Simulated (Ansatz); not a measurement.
KBr:

```
Br K
1.0
     0.00000    3.30000    3.30000
     3.30000    0.00000    3.30000
     3.30000    3.30000    0.00000
Br K
1 1
Direct
  0.50000 0.50000 0.50000
  0.00000 0.00000 0.00000
```

Program: Ansatz 0.2.0. Alike in all runs: task single point; level HSE06 form with a typed share of exact exchange; potentials or basis Ansatz PAW; no spin polarisation; cell as given; k mesh 4 × 4 × 4; cutoff (eV) 420; smearing fermi-dirac 0.05 eV.

**Question.** Order these runs on this cell by their band gap on the k mesh, lowest first.
A. screening (1/Å) 0.6; share of exact exchange 0.25
B. screening (1/Å) 0.2; share of exact exchange 0.5
C. screening (1/Å) 0.2; share of exact exchange 0.4
D. screening (1/Å) 0.1; share of exact exchange 0.25
E. screening (1/Å) 0.4; share of exact exchange 0.25

**Answer.** A (4.91 eV), E (5.18 eV), D (5.94 eV), C (6.36 eV), B (6.86 eV).
